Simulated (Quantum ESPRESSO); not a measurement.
# C (P4/mmm) in Quantum ESPRESSO: notebook, part 3 of 3

Quantum ESPRESSO 7.5. Earlier steps stand in the parts before.

### Step 6. Phonons, LDA

Contents of pw.in:

```
&CONTROL
  calculation = 'scf'
  prefix = 'pwscf'
  outdir = './tmp'
  pseudo_dir = './pseudo'
  tprnfor = .true.
  tstress = .true.
  disk_io = 'low'
/
&SYSTEM
  ibrav = 0
  nat = 1
  ntyp = 1
  ecutwfc = 82
  nbnd = 7
  occupations = 'smearing'
  smearing = 'mv'
  degauss = 0.01469973
/
&ELECTRONS
  conv_thr = 2d-10
  electron_maxstep = 120
  mixing_beta = 0.5
/
ATOMIC_SPECIES
C     12.0110 C.upf
CELL_PARAMETERS angstrom
   4.2551700000    0.0000000000    0.0000000000
   0.0000000000    4.2551700000    0.0000000000
   0.0000000000    0.0000000000    1.2822900000
ATOMIC_POSITIONS crystal
C      0.5000000000    0.5000000000    0.5000000000
K_POINTS automatic
5 5 17 0 0 0
```

Contents of scf2.in:

```
&CONTROL
  calculation = 'scf'
  prefix = 'pwscf'
  outdir = './tmp'
  pseudo_dir = './pseudo'
  tprnfor = .true.
  tstress = .true.
  disk_io = 'low'
/
&SYSTEM
  ibrav = 0
  nat = 1
  ntyp = 1
  ecutwfc = 82
  nbnd = 7
  occupations = 'smearing'
  smearing = 'mv'
  degauss = 0.01469973
/
&ELECTRONS
  conv_thr = 1d-13
  electron_maxstep = 120
  mixing_beta = 0.5
  startingpot = 'file'
  startingwfc = 'file'
/
ATOMIC_SPECIES
C     12.0110 C.upf
CELL_PARAMETERS angstrom
   4.2551700000    0.0000000000    0.0000000000
   0.0000000000    4.2551700000    0.0000000000
   0.0000000000    0.0000000000    1.2822900000
ATOMIC_POSITIONS crystal
C      0.5000000000    0.5000000000    0.5000000000
K_POINTS automatic
5 5 17 0 0 0
```

Contents of ph.in:

```
phonons of C
&INPUTPH
  prefix = 'pwscf'
  outdir = './tmp'
  tr2_ph = 1d-16
  fildyn = 'dyn'
  niter_ph = 60
  alpha_mix(1) = 0.4
/
0.0000000000 0.0000000000 1.6592073556
```

Potentials or basis: PseudoDojo 0.4.1 SR LDA standard.

Launch:

```bash
> OMP_NUM_THREADS=1 pw.x -in pw.in > pw.out
> OMP_NUM_THREADS=1 pw.x -in scf2.in > scf2.out
> OMP_NUM_THREADS=1 ph.x -in ph.in > ph.out
```

pw.out:

```text
This program is part of the open-source Quantum ESPRESSO suite
     for quantum simulation of materials; please cite
         "P. Giannozzi et al., J. Phys.:Condens. Matter 21 395502 (2009);
         "P. Giannozzi et al., J. Phys.:Condens. Matter 29 465901 (2017);
         "P. Giannozzi et al., J. Chem. Phys. 152 154105 (2020);
     in publications or presentations arising from this work. More details at

     Message from routine setup:
     using ibrav=0 with symmetry is DISCOURAGED, use correct ibrav instead

     G-vector sticks info
     --------------------
     sticks:   dense  smooth     PW     G-vecs:    dense   smooth      PW
     Sum        1685    1685    553                15641    15641    2911

     Using Slab Decomposition

     bravais-lattice index     =            0
     lattice parameter (alat)  =       8.0411  a.u.
     unit-cell volume          =     156.6811 (a.u.)^3
     number of atoms/cell      =            1
     number of atomic types    =            1
     number of electrons       =         4.00
     number of Kohn-Sham states=            7
     kinetic-energy cutoff     =      82.0000  Ry
     charge density cutoff     =     328.0000  Ry
     scf convergence threshold =      2.0E-10
     mixing beta               =       0.5000
     number of iterations used =            8  plain     mixing
     Exchange-correlation= SLA  PW   NOGX NOGC
                           (   1   4   0   0   0   0   0)

     celldm(1)=   8.041106  celldm(2)=   0.000000  celldm(3)=   0.000000
     celldm(4)=   0.000000  celldm(5)=   0.000000  celldm(6)=   0.000000

     crystal axes: (cart. coord. in units of alat)
               a(1) = (   1.000000   0.000000   0.000000 )
               a(2) = (   0.000000   1.000000   0.000000 )
               a(3) = (   0.000000   0.000000   0.301349 )

     reciprocal axes: (cart. coord. in units 2 pi/alat)
               b(1) = (  1.000000  0.000000  0.000000 )
               b(2) = (  0.000000  1.000000  0.000000 )
               b(3) = (  0.000000  0.000000  3.318415 )

     PseudoPot. # 1 for C  read from file:
     C.upf
     Pseudo is Norm-conserving + core correction, Zval =  4.0
     Generated using ONCVPSP code by D. R. Hamann
     Using radial grid of 1234 points,  4 beta functions with:
                l(1) =   0
                l(2) =   0
                l(3) =   1
                l(4) =   1

     atomic species   valence    mass     pseudopotential
     C                 4.00    12.01100     C ( 1.00)

     16 Sym. Ops., with inversion, found

   Cartesian axes

     site n.     atom                  positions (alat units)
         1        C      tau(   1) = (   0.5000000   0.5000000   0.1506744  )

     number of k points=    54  Marzari-Vanderbilt smearing, width (Ry)=  0.0147
                       cart. coord. in units 2pi/alat
        k(    1) = (   0.0000000   0.0000000   0.0000000), wk =   0.0047059
        k(    2) = (   0.0000000   0.0000000   0.1952009), wk =   0.0094118
        k(    3) = (   0.0000000   0.0000000   0.3904017), wk =   0.0094118
        k(    4) = (   0.0000000   0.0000000   0.5856026), wk =   0.0094118
        k(    5) = (   0.0000000   0.0000000   0.7808035), wk =   0.0094118
        k(    6) = (   0.0000000   0.0000000   0.9760043), wk =   0.0094118
[... 46 lines left out ...]
        k(   53) = (   0.4000000   0.4000000   1.3664061), wk =   0.0376471
        k(   54) = (   0.4000000   0.4000000   1.5616069), wk =   0.0376471

     Dense  grid:    15641 G-vectors     FFT dimensions: (  48,  48,  15)

     Initial potential from superposition of free atoms

     starting charge       4.0000, renormalised to       4.0000
     Starting wfcs are    4 randomized atomic wfcs +    3 random wfcs

     Self-consistent Calculation

     iteration #  1     ecut=    82.00 Ry     beta= 0.50
     Davidson diagonalization with overlap
     ethr =  1.00E-02,  avg # of iterations =  5.9

     total energy              =     -11.95847356 Ry
     estimated scf accuracy    <       0.13740890 Ry

     iteration #  2     ecut=    82.00 Ry     beta= 0.50
     Davidson diagonalization with overlap
     ethr =  3.44E-03,  avg # of iterations =  1.2

     total energy              =     -11.97239555 Ry
     estimated scf accuracy    <       0.00584718 Ry

     iteration #  3     ecut=    82.00 Ry     beta= 0.50
     Davidson diagonalization with overlap
     ethr =  1.46E-04,  avg # of iterations =  3.3
[... 22 lines left out ...]
     total energy              =     -11.97324792 Ry
     estimated scf accuracy    <       0.00000001 Ry

     iteration #  7     ecut=    82.00 Ry     beta= 0.50
     Davidson diagonalization with overlap
     ethr =  3.74E-10,  avg # of iterations =  1.9

     total energy              =     -11.97324792 Ry
     estimated scf accuracy    <          2.1E-10 Ry

     iteration #  8     ecut=    82.00 Ry     beta= 0.50
     Davidson diagonalization with overlap
     ethr =  5.18E-12,  avg # of iterations =  2.3

     End of self-consistent calculation

          k = 0.0000 0.0000 0.0000 (  1995 PWs)   bands (ev):

   -17.1360  -6.2568  -6.2568   2.5031   6.7659  11.4479  11.4480

          k = 0.0000 0.0000 0.1952 (  1971 PWs)   bands (ev):

   -16.9602  -5.9581  -5.9581   2.7810   7.0824  11.7574  11.7574

          k = 0.0000 0.0000 0.3904 (  1975 PWs)   bands (ev):

   -16.4427  -5.0651  -5.0651   3.6076   8.0318  12.6843  12.6843

          k = 0.0000 0.0000 0.5856 (  1971 PWs)   bands (ev):

   -15.6146  -3.5874  -3.5874   4.9546   9.6142  14.2226  14.2227

          k = 0.0000 0.0000 0.7808 (  1975 PWs)   bands (ev):
[... 187 lines left out ...]
          k = 0.4000 0.4000 1.1712 (  1951 PWs)   bands (ev):

   -12.0028   3.7605   3.7664  10.3561  15.9989  18.0148  18.2649

          k = 0.4000 0.4000 1.3664 (  1936 PWs)   bands (ev):

   -10.9238   6.9491   6.9546   8.8645  19.8070  21.0736  21.5353

          k = 0.4000 0.4000 1.5616 (  1919 PWs)   bands (ev):

   -10.2798   7.9380   9.4853   9.4856  21.6368  21.7906  25.1894

     the Fermi energy is    -1.5837 ev

!    total energy              =     -11.97324792 Ry
     estimated scf accuracy    <          7.2E-12 Ry
     smearing contrib. (-TS)   =      -0.00006597 Ry
     internal energy E=F+TS    =     -11.97318195 Ry

     The total energy is F=E-TS. E is the sum of the following terms:
     one-electron contribution =     -11.44866532 Ry
     hartree contribution      =       6.63160042 Ry
     xc contribution           =      -4.15869956 Ry
     ewald contribution        =      -2.99741749 Ry

     convergence has been achieved in   8 iterations

     Forces acting on atoms (cartesian axes, Ry/au):

     atom    1 type  1   force =     0.00000000    0.00000000    0.00000000

     Total force =     0.000000     Total SCF correction =     0.000000

     Computing stress (Cartesian axis) and pressure

          total   stress  (Ry/bohr**3)                   (kbar)     P=      -14.41
  -0.00005931   0.00000000   0.00000000           -8.72        0.00        0.00
   0.00000000  -0.00005931   0.00000000            0.00       -8.72        0.00
   0.00000000   0.00000000  -0.00017531            0.00        0.00      -25.79

=------------------------------------------------------------------------------=
   JOB DONE.
=------------------------------------------------------------------------------=
```

scf2.out:

```text
This program is part of the open-source Quantum ESPRESSO suite
     for quantum simulation of materials; please cite
         "P. Giannozzi et al., J. Phys.:Condens. Matter 21 395502 (2009);
         "P. Giannozzi et al., J. Phys.:Condens. Matter 29 465901 (2017);
         "P. Giannozzi et al., J. Chem. Phys. 152 154105 (2020);
[... 385 lines left out ...]
   0.00000000  -0.00005932   0.00000000            0.00       -8.73        0.00
   0.00000000   0.00000000  -0.00017531            0.00        0.00      -25.79

=------------------------------------------------------------------------------=
   JOB DONE.
=------------------------------------------------------------------------------=
```

It took 34 s on 1 thread of Arm Neoverse V1, shared host; peak memory 0.09 GiB.

Results:

```
Free energy                                 : -162.9043 eV
Pressure after relaxing                     : -1.4 GPa
Band gap on the k mesh                      : none (metal or under the smearing width)
Highest phonon frequency at the q point run : 697 cm⁻¹
```

Levels at points of the mesh, in eV from the Fermi level:
| k point | band 1 | band 2 | band 3 | band 4 | band 5 |
| --- | --- | --- | --- | --- | --- |
| (0.00, 0.00, 0.00) | -15.55 | -4.67 | -4.67 | 4.09 | 8.35 |

Phonon frequencies in cm⁻¹ (negative: imaginary):
| q point | frequencies |
| --- | --- |
| (0.000, 0.000, 0.500) | 511 511 697 |

Phonon modes at q = (0.000, 0.000, 0.500) in reciprocal lattice units:
```tsv
mode	symmetry	cm⁻¹
1	E_g	511
2	E_g	511
3	A_1g	697
```

Caveat: the mesh is thin for the phonons of a metal; the q point doesn't lie on the k mesh, which can shift a metal's frequencies strongly unless the mesh is converged.
